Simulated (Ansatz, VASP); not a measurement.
**TiC (TiC strained to the junction's net) in two plane-wave programs**

Wanted: the spread between two codes on one cell, functional and k mesh. The cell is generated by rule, not measured, and may not be a known phase. The structure shown is the end of the Ansatz relaxation below.

Main program and level: Ansatz 0.2.0; plane waves, with VASP 6.6.1 beside it; single point at PBE.

The structure was built from a prototype and need not be the compound's stable phase.

**1. The structure**

The structure is tetragonal, space group I4/mmm (No. 139). The conventional cell has a = 3.217 Å, b = 3.217 Å, c = 4.243 Å, α = 90.00°, β = 90.00°, γ = 90.00°. Nearest to C lie 6 Ti at 2.12 to 2.27 Å. Ti has 6 C at 2.12 to 2.27 Å nearest. Farther neighbours are not listed.

**2. Ansatz: relaxation, PBE**

Ansatz runs on its default PAW (the set named soft_2) files.

This run makes the geometry at which the two programs are then compared.

The input, input.yaml:

```yaml
crystal:
  lattice:
    - [3.217, 0.0, 0.0]
    - [0.0, 3.217, 0.0]
    - [0.0, 0.0, 4.1763324789]
  atoms:
    - { symbol: C, position: [0.0, 0.0, 0.0] }
    - { symbol: Ti, position: [0.5, 0.5, 0.0] }
    - { symbol: C, position: [0.5, 0.5, 0.5] }
    - { symbol: Ti, position: [0.0, 0.0, 0.5] }
kpoints:
  mp_grid: { grid: [10, 10, 8] }
scf:
  occupations: { method: fermi_dirac, width: 0.1 }
  max_iter: 150
hamiltonian:
  xc: pbe
relax:
  f_tol: 0.01
  max_steps: 40
  cell: { fix: [a, b, angles] }
```

Run with:

```console
> ansatz run input.yaml --threads 8 --pin off --max-ram 24576MiB --backend cpu --events-out ev --progress --plain --runs-dir out
```

Numbers of over 12 decimals in the logs are rounded to 6 here.

The log of the run:

```text
Engine: ansatz 0.2.0, aarch64-unknown-linux-gnu
Pseudopotentials: kind: paw
Pseudopotential: C, paw, valence charge 4, recommended cutoff 420 eV (normal), C.paw.azcp
Pseudopotential: Ti, paw, valence charge 12, recommended cutoff 420 eV (normal), Ti.paw.azcp
Functional definition: PBE
  parameter kappa = 0.804
  parameter beta = 0.066725
  exchange = pbe_x(kappa = kappa, mu = beta*pi^2/3)
  correlation = pbe_c(beta = beta)
Crystal: 4 atoms, lattice volume = 43.221 Å³
Basis set: ecut = 420 eV, 837 PW (Γ), exchange–correlation on 48×48×60 points (8 copies of the dense FFT grid, shifted against one another)
Bands: 20, of which v1, the nominal top of the filled ones, is band 16 counted from 1 (15 counted from 0)
Symmetry: 32 space group operations
Space group: I4/mmm (ITA 139), of the structure as read, at distance tolerance 3.5e-5 Å
k-points: 105 of 800
Non-local potential: C, projectors of the file, l = 0: 2, l = 1: 2, l = 2: 1
Non-local potential: Ti, projectors of the file, l = 0: 3, l = 1: 2, l = 2: 3, l = 3: 1
PAW form: soft (Blöchl's): semilocal exchange-correlation on the pseudo side does not see the compensation charge
PAW one-centre angular grid: C, 110 points (default); XC on 64 Gauss nodes
PAW one-centre angular grid: Ti, 590 points (default); XC on 64 Gauss nodes
Initial density: superposition of atomic densities (neutral atoms: chi_scale 0, normalization atom), corrected by the library's trained network
Initial wavefunctions: pseudopotential atomic-orbital guess
Functional: x = pbe(κ = 0.804, μ = 0.219515), c = pbe(β = 0.066725)
SCF iter   1: F=—  HF=-5504.228927 eV  |F-HF|=—  |Δ(HF+E_count)|=         —  Δρ=3.27e-3  dr2=3.17e-3  ethr=1.77e-3  ⟨swp⟩=4.5  Hψ=7860  notcnv=0
preconditioner: auto → Kerker (q_TF=auto, 2.595 Å⁻¹)  [metal: Δε(μ)=0.024 eV  Ē_g=6.465 eV  σ=0.100 eV  W_gap=0.06  n_scr=14 (ndim 8)  ℏωp=22.6 eV  f_vac=0.000  D(μ)=0.61/eV (n_scr^D=2)]
SCF iter   2: F=—  HF=-5504.228456 eV  |F-HF|=—  |Δ(HF+E_count)|=   4.71e-4  Δρ=1.56e-3  dr2=5.03e-4  ethr=9.92e-6  ⟨swp⟩=2.0  Hψ=3258  notcnv=0
SCF iter   3: F=—  HF=-5504.228500 eV  |F-HF|=—  |Δ(HF+E_count)|=   4.43e-5  Δρ=4.85e-4  dr2=6.33e-5  ethr=1.57e-6  ⟨swp⟩=1.5  Hψ=2303  notcnv=0
SCF iter   4: F=—  HF=-5504.228432 eV  |F-HF|=—  |Δ(HF+E_count)|=   6.78e-5  Δρ=8.60e-5  dr2=2.29e-6  ethr=1.98e-7  ⟨swp⟩=2.3  Hψ=2905  notcnv=0
iter 5 did not close the SCF: its close was put off for the readings that it lacked (scf_convergence_deferred on its scf_iter line)
SCF iter   5: F=-5504.228433 eV  HF=-5504.228433 eV  |F-HF|=1.66e-8  |Δ(HF+E_count)|=   5.89e-7  Δρ=1.49e-5  dr2=5.59e-8  ethr=7.16e-9  ⟨swp⟩=2.5  Hψ=2764  notcnv=0
SCF iter   6: F=-5504.228433 eV  HF=-5504.228433 eV  |F-HF|=6.50e-10  |Δ(HF+E_count)|=   2.97e-8  Δρ=2.36e-6  dr2=1.10e-9  ethr=1.75e-10  ⟨swp⟩=2.0  Hψ=6409  notcnv=0
SCF 1 converged in 6 iterations: F = -5504.228433 eV  dr2 = 1.10e-9
  greatest PAW one-centre occupation: 0.999 electrons in one spin orbital (limit 2), on the Ti atom at site 3 (counted from 0), in its partial waves of l = 0
relax step   1: F+E_penalty+E_count = -5504.22843311 eV  Δ(F+E_penalty+E_count) = +0.000e0 eV  max|allowed force component| = 2.071e-29 eV/Å  Δτ_max = 0.0000 Å  P = -10.284 GPa  Ω = 43.221 Å³  fix = [a, b, alpha, beta, gamma]  reactions: a -20.181, b -20.181 GPa  (6 SCF iters, dr2 threshold 1.00e-7 eV, accepted)
[...]
relax step   4: F+E_penalty+E_count = -5504.24700408 eV  Δ(F+E_penalty+E_count) = +1.585e-5 eV  max|allowed force component| = 3.599e-30 eV/Å  Δτ_max = 0.0000 Å  P = -14.375 GPa  Ω = 43.903 Å³  energy of the carried Pulay correction = -1.101e-3 eV  fix = [a, b, alpha, beta, gamma]  reactions: a -21.564, b -21.564 GPa  (6 SCF iters, dr2 threshold 1.76e-7 eV, accepted)
[...]
relax step   5: F+E_penalty+E_count = -5504.24820923 eV  Δ(F+E_penalty+E_count) = -1.205e-3 eV  max|allowed force component| = 5.362e-30 eV/Å  Δτ_max = 0.0000 Å  P = -14.346 GPa  Ω = 43.903 Å³  fix = [a, b, alpha, beta, gamma]  reactions: a -21.545, b -21.545 GPa  stress off target by 5.24e-2 GPa on what of the cell is left free  SCF on the basis re-selected at this cell (its energy is not comparable with the rows above)  (6 SCF iters)
[...]
relax step   6: F+E_penalty+E_count = -5504.24820362 eV  Δ(F+E_penalty+E_count) = +5.609e-6 eV  max|allowed force component| = 7.716e-30 eV/Å  Δτ_max = 0.0000 Å  P = -14.369 GPa  Ω = 43.907 Å³  energy of the carried Pulay correction = -6.279e-6 eV  fix = [a, b, alpha, beta, gamma]  reactions: a -21.553, b -21.553 GPa  (6 SCF iters, dr2 threshold 6.88e-9 eV, accepted)
[...]
relax step   7: F+E_penalty+E_count = -5504.24820922 eV  Δ(F+E_penalty+E_count) = -5.601e-6 eV  max|allowed force component| = 3.229e-30 eV/Å  Δτ_max = 0.0000 Å  P = -14.368 GPa  Ω = 43.907 Å³  fix = [a, b, alpha, beta, gamma]  reactions: a -21.553, b -21.553 GPa  stress off target by 4.38e-4 GPa on what of the cell is left free  SCF on the basis re-selected at this cell (its energy is not comparable with the rows above)  (6 SCF iters)
basis re-selected at this cell: Δ(F+E_penalty+E_count) = -5.601e-6 eV, ΔP = +0.000 GPa vs the last step (what re-selecting the basis moved, of the pressure what is left beyond the Pulay correction that the steps carried, after the strain that the cell walked since its last selection, with what the two solves' SCF thresholds leave and, on support functions, any second-order correction that the steps lacked; it is no m [...]
SCF converged after 6 iterations
Free energy (F): -5504.248209 eV
Harris-Foulkes:  -5504.248209 eV  (|F-HF|=0.00e0)
Internal energy: -5504.227027 eV  (E = F + TS)
E sigma→0 (E₀):  -5504.237618 eV
Entropy (-TS):   -0.021182 eV (-5.296 meV/atom)
Fermi energy:    13.419382 eV
--- Per-component energies (eV) ---
  E_band       = -263.484010
  E_kinetic    = 716.349145
  E_local      = -1650.093493  (includes V_loc(G=0)·N_el)
  E_nonlocal   = 63.601036
  E_hartree    = 660.306547
  E_xc         = -292.253993
  E_vxc        = -364.713495  (∫ρ·V_xc dr)
  E_paw        = -2289.634074  (= ΣΔE_a)
  E_vpaw       = -349.240530  (= ΣTr[D̂ρ^β])
  E_aug_tail   = 0.000275  (compensation charges beyond the density's cutoff)
  E_ewald      = -2712.502470
  E_smearing   = -0.021182  (= −TS)
  E_closure    = 0.000000  (closes the sum)
  Σ components = -5504.248209   (vs F -5504.248209, Δ=0.00e0)
--- Forces (eV/Å), atoms counted from 1 ---
  atom   1  C      0.00000000     0.00000000     0.00000000
  atom   2  Ti     0.00000000     0.00000000     0.00000000
  atom   3  C     -0.00000000     0.00000000     0.00000000
  atom   4  Ti     0.00000000     0.00000000    -0.00000000
  max |Σ_I F_I| component: 1.23e-29 eV/Å
--- Stress (GPa, compression-positive) ---
      -21.552954      -0.000000       0.000000
       -0.000000     -21.552954       0.000000
        0.000000       0.000000       0.000438
  P = ⅓ Tr σ = -14.3685 GPa (-143.685 kbar)
--- Relaxed structure (5 steps of the walk, 5 accepted, 2 SCFs on fresh bases) ---
  F+E_penalty+E_count = -5504.24820922 eV   max|allowed force component| = 3.229e-30 eV/Å   (the final SCF, on the basis selected at the relaxed cell)
  cell:  # Å, volume = 43.9066 Å³
    - [3.217, 0, 0.0]
    - [0, 3.217, 0.0]
    - [0.0, 0.0, 4.242556]
  atoms:
    - { symbol: C, position: [0, 0, 0] }
    - { symbol: Ti, position: [0.5, 0.5, 0] }
    - { symbol: C, position: [0.5, 0.5, 0.5] }
    - { symbol: Ti, position: [0, 0, 0.5] }
```

**3. VASP: single point, PBE**

The same cell, functional, mesh and smearing now go to VASP, with its own data sets.

Lines of VASP's logs that name or quote its potential files are left out, and so is its time.

The input, INCAR:

```
SYSTEM = TiC
PREC = Accurate
ENCUT = 600
EDIFF = 1E-06
NELM = 120
ISMEAR = -1
SIGMA = 0.1
LREAL = .FALSE.
ALGO = Normal
GGA = PE
NBANDS = 22
LASPH = .TRUE.
LORBIT = 11
LWAVE = .FALSE.
LCHARG = .FALSE.
ISIF = 2
GGA_COMPAT = .FALSE.
```

The input, POSCAR:

```
TiC
1.0
    3.2170000000      0.0000000000      0.0000000000
    0.0000000000      3.2170000000      0.0000000000
    0.0000000000      0.0000000000      4.2425562051
C Ti
2 2
Direct
    0.0000000000      0.0000000000      0.0000000000
    0.5000000000      0.5000000000      0.5000000000
    0.5000000000      0.5000000000      0.0000000000
    0.0000000000      0.0000000000      0.5000000000
```

The input, KPOINTS:

```
Automatic mesh
0
Gamma
10 10 8
0 0 0
```

Potentials, in the order of the species: C and Ti_sv (PBE family, release 64).

Run with:

```console
> mpirun -np 1 vasp_std
```

The log of the run:

```text
[banner, memory and clock lines left out]
running    1 mpi-ranks, on    1 nodes
 distrk:  each k-point on    1 cores,    1 groups
 distr:  one band on    1 cores,    1 groups

 POSCAR found type information on POSCAR C Ti
 POSCAR found :  2 types and       4 ions
 LDA part: xc-table for (Slater+PW92), standard interpolation
 POSCAR, INCAR and KPOINTS ok, starting setup
 FFT: planning ... GRIDC
 FFT: planning ... GRID_SOFT
 FFT: planning ... GRID
 WAVECAR not read
 entering main loop
       N       E                     dE             d eps       ncg     rms          rms(c)
DAV:   1     0.371902129317E+03    0.37190E+03   -0.17937E+04  4620   0.195E+03
DAV:   2     0.402599202904E+01   -0.36788E+03   -0.35354E+03  4700   0.527E+02
DAV:   3    -0.458277115625E+02   -0.49854E+02   -0.48203E+02  8212   0.157E+02
DAV:   4    -0.485837546820E+02   -0.27560E+01   -0.27509E+01  6168   0.373E+01
DAV:   5    -0.487334910911E+02   -0.14974E+00   -0.14972E+00  6712   0.706E+00    0.243E+01
DAV:   6    -0.386622484979E+02    0.10071E+02   -0.89935E+01  5806   0.761E+01    0.103E+01
DAV:   7    -0.372118300813E+02    0.14504E+01   -0.16643E+01  5910   0.323E+01    0.597E+00
DAV:   8    -0.371705222547E+02    0.41308E-01   -0.54960E-01  5522   0.537E+00    0.436E+00
DAV:   9    -0.371564956581E+02    0.14027E-01   -0.85303E-01  6646   0.768E+00    0.154E+00
DAV:  10    -0.371397182224E+02    0.16777E-01   -0.43452E-01  6020   0.511E+00    0.663E-01
DAV:  11    -0.371315122746E+02    0.82059E-02   -0.11499E-01  6082   0.215E+00    0.359E-01
DAV:  12    -0.371292199211E+02    0.22924E-02   -0.14189E-02  5986   0.909E-01    0.274E-02
DAV:  13    -0.371292366411E+02   -0.16720E-04   -0.47079E-04  5940   0.176E-01    0.279E-02
DAV:  14    -0.371292214703E+02    0.15171E-04   -0.60813E-05  6112   0.736E-02    0.647E-03
DAV:  15    -0.371292211599E+02    0.31043E-06   -0.41800E-06  4812   0.177E-02
   1 F= -.37129221E+02 E0= -.37118604E+02  d E =-.212339E-01
```

OUTCAR, selected parts (step 3):

```text
ion  position               nearest neighbor table
   1  0.000  0.000  0.000-   4 2.12   4 2.12   3 2.27   3 2.27   3 2.27   3 2.27
   2  0.500  0.500  0.500-   3 2.12   3 2.12   4 2.27   4 2.27   4 2.27   4 2.27
   3  0.500  0.500  0.000-   2 2.12   2 2.12   1 2.27   1 2.27   1 2.27   1 2.27
   4  0.000  0.000  0.500-   1 2.12   1 2.12   2 2.27   2 2.27   2 2.27   2 2.27

  LATTYP: Found a simple tetragonal cell.
 ALAT       =     3.2170000000
 C/A-ratio  =     1.3187927277

 Subroutine GETGRP returns: Found 16 space group operations
 (whereof 16 operations were pure point group operations)

The static configuration has the point symmetry D_4h.

 Found    105 irreducible k-points:

   k-points           NKPTS =    105   k-points in BZ     NKDIM =    105   number of bands    NBANDS=     22

   dimension x,y,z NGX =    28 NGY =   28 NGZ =   36
   dimension x,y,z NGXF=    56 NGYF=   56 NGZF=   72

   ENCUT  =  600.0 eV  44.10 Ry    6.64 a.u.   6.43  6.43  8.47*2*pi/ulx,y,z

   NELECT =      32.0000    total number of electrons

 k-points in reciprocal lattice and weights: Automatic mesh
   0.00000000  0.00000000  0.00000000       0.001
   0.10000000  0.00000000  0.00000000       0.005
   0.20000000  0.00000000  0.00000000       0.005
   0.30000000  0.00000000  0.00000000       0.005
   0.40000000  0.00000000  0.00000000       0.005
   0.50000000  0.00000000  0.00000000       0.003
   0.10000000  0.10000000  0.00000000       0.005
   0.20000000  0.10000000  0.00000000       0.010
   0.30000000  0.10000000  0.00000000       0.010
[...]
0.50000000  0.40000000  0.50000000       0.005
   0.50000000  0.50000000  0.50000000       0.001

 average (electrostatic) potential at core
       1 -45.3845       2 -45.3845       3 -72.3200       4 -72.3200

 E-fermi :   8.5360

 k-point     1 :       0.0000    0.0000    0.0000
  band No.  band energies     occupation
    ...
     10      -1.2224      2.00000
     11       5.6577      2.00000
     12       7.0553      2.00000
     13       8.1176      1.96998
     14       8.1176      1.96998
     15       9.0614      0.01040
     16       9.0614      0.01040
     17       9.4986      0.00013
     18       9.8452      0.00000
     19      10.0425      0.00000
    ...

 k-point     2 :       0.1000    0.0000    0.0000
  band No.  band energies     occupation
    ...
     10      -1.1566      2.00000
     11       5.6695      2.00000
     12       6.5560      2.00000
     13       7.7800      1.99896
     14       8.5238      1.06087
     15       8.7151      0.28588
     16       8.7219      0.26973
     17       8.7301      0.25118
     18       9.1251      0.00551
     19       9.8584      0.00000
    ...

 k-point     3 :       0.2000    0.0000    0.0000
  band No.  band energies     occupation
    ...
     12       5.7159      2.00000
     13       7.1616      2.00000
     14       7.4585      1.99996
     15       7.7243      1.99940
     16       8.0701      1.98123
     17       9.2442      0.00168
     18       9.3109      0.00086
     19      10.1827      0.00000
     20      10.9675      0.00000
     21      11.4599      0.00000
    ...

  Total       -5.9031054     -5.9031054      0.0624291      0.0000000      0.0000000      0.0000000
  in kB     -215.4077862   -215.4077862      2.2780744      0.0000000      0.0000000      0.0000000
  external PRESSURE =    -142.8458326 kB  Pullay stress =       0.0000000 kB

  energy-cutoff  :      600.00
  volume of cell :       43.91
      direct lattice vectors                 reciprocal lattice vectors
     3.217000000  0.000000000  0.000000000     0.310848617  0.000000000  0.000000000
     0.000000000  3.217000000  0.000000000     0.000000000  0.310848617  0.000000000
     0.000000000  0.000000000  4.242556205     0.000000000  0.000000000  0.235706954

 POSITION                                       TOTAL-FORCE (eV/Angst)
 -----------------------------------------------------------------------------------
      0.00000      0.00000      0.00000        -0.000000     -0.000000     -0.000000
      1.60850      1.60850      2.12128        -0.000000     -0.000000     -0.000000
      1.60850      1.60850      0.00000         0.000000      0.000000     -0.000000
      0.00000      0.00000      2.12128        -0.000000     -0.000000      0.000000
 -----------------------------------------------------------------------------------
    total drift:                                0.000000      0.000000      0.000000

  FREE ENERGIE OF THE ION-ELECTRON SYSTEM (eV)
  ---------------------------------------------------
  free  energy   TOTEN  =       -37.1292211599 eV

  energy  without entropy=      -37.1079872473  energy(sigma->0) =      -37.11860420

 total charge
# of ion       s       p       d       tot
------------------------------------------
    1        0.888   1.464   0.000   2.352
    2        0.888   1.464   0.000   2.352
    3        2.185   6.212   1.881  10.278
    4        2.185   6.212   1.881  10.278
--------------------------------------------------
tot          6.146  15.351   3.762  25.259

[... 3 further parts left out ...]
```

The run ends at a pressure of -14.28 GPa.

**4. Comparison**

Known differences besides the potentials themselves: the cutoff is 420 eV in Ansatz and 600 eV in VASP; Ansatz's pressure holds a Pulay correction, VASP's none. Total energies have different zeros and are not compared.

Compared:

| quantity | Ansatz | VASP | difference |
| --- | --- | --- | --- |
| pressure (GPa) | -14.37 | -14.28 | -0.08 |

**5. What came out**

```
difference in pressure (single point, PBE) : -0.084 GPa
```

**Reading.** The difference in pressure is -0.084 GPa (single point, PBE), within the 1 GPa picked in this series as the mark of a large difference. Such differences can come from data sets, numerical settings and the points named under the comparisons, not from the functional's error against experiment.

[Lines on the potential files, build, host, timing and source positions are cut from VASP's logs without a mark.]

[Logs are printed without paths, hosts, clocks, repeated set-up lines and the standing remarks that a program may print on its own settings, such as how far it seeks lower states.]

[Hosts, paths, dates, database ids (printed as entryN), source tags and the programs' standing remarks are cut or masked in the printed files.]
